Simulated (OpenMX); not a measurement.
**CdS (Greenockite) under changes of volume**

One of the cells (25.623 Å³/atom); the others are scaled copies at fixed shape and fractional positions:

```
Cd S
1.0
     4.17748    0.00000    0.00000
    -2.08874    3.61781    0.00000
     0.00000    0.00000    6.78162
Cd S
2 2
Direct
  0.66667 0.33333 0.50000
  0.33333 0.66667 0.00000
  0.66667 0.33333 0.87500
  0.33333 0.66667 0.37500
```

- Program: OpenMX 3.8.5
- Functional: PBE
- Potentials or basis: OpenMX 2013 PBE set, Cd7.0-s3p2d2, S7.0-s2p2d1f1, fixed grid of 48 × 48 × 90 points
- k mesh: 7 × 7 × 5
- Occupations: fermi-dirac, width 0.05 eV
- Spin: no spin polarisation

```tsv
volume (Å³/atom)	energy over the lowest point (meV/atom)	gap on the mesh (eV)	largest force (eV/Å)
23.614	55.47	1.53	0.093
24.116	35.31	1.47	0.089
24.618	?	?	?
25.623	2.98	1.29	0.075
26.126	0.00	1.23	0.071
26.628	0.35	1.17	0.066
```

Question: What does the run at 24.618 Å³/atom give?

Answer: Energy over the lowest point 20.10 meV/atom; gap on the mesh 1.41 eV; largest force 0.085 eV/Å.

Worked out: A Birch-Murnaghan fit of order 3 (a polynomial in V^(-2/3)) to the other rows has its minimum at 26.32 Å³/atom with B0 = V·E''(V) = 52 GPa and B' = 4.6 at fixed shape and positions, which overstates the stiffness. It gives 20.18 meV/atom at 24.618 Å³/atom, against the run's 20.10. A straight line through the other rows of the gap, of slope -2.99 eV per unit of ln V (its deformation potential), gives 1.41 eV, against the run's 1.41.

Energies are extrapolated to zero smearing.

Caveats: the basis of atomic orbitals isn't converged, which shifts pressures, moduli and gaps.

Spin-orbit coupling on Cd is left out.
